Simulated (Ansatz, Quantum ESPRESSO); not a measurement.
Moving the pressure in Pd

The cell as given:

It takes space group Fm-3m (No. 225, cubic). The conventional cell has a = 3.893 Å, b = 3.893 Å, c = 3.893 Å, α = 90.00°, β = 90.00°, γ = 90.00°. Around Pd (site symmetry m-3m) lie 12 Pd at 2.75 Å.

Kept alike: task relaxation of cell and atoms; functional PBEsol; k mesh 12 × 12 × 12; occupations fermi-dirac, width 0.05 eV; no spin polarisation. Program: Quantum ESPRESSO, GBRV 1.5 PBEsol, cutoff 707 eV. The mesh is that of the run's cell of 1 atom. No spin-orbit coupling.

| pressure, P (GPa) | volume (Å³/atom) |
| --- | --- |
| 0 | 14.592 |
| 2 | 14.455 |
| 5 | 14.264 |
| 10 | ? |
| 20 | 13.496 |
| 30 | 13.097 |

The relaxations keep at least the cell's symmetry (Fm-3m). For a metal such a mesh leaves the last digits unconverged. The runs follow the start's structure, whether or not it is the stable one at these pressures. P is the pressure aimed at, which the runs meet within some hundredths to tenths of a GPa.

Task: Fit the rows shown and predict the run at 10 GPa.

Result: Murnaghan's form V = V0 (1 + B′P/B0)^(-1/B′) through the rows shown has V0 = 14.5912, B0 = 208.8 GPa and B′ = 5.06 (largest miss 0.0011); at P = 10 it gives 13.979 Å³/atom. The run gave: volume 13.979 Å³/atom.
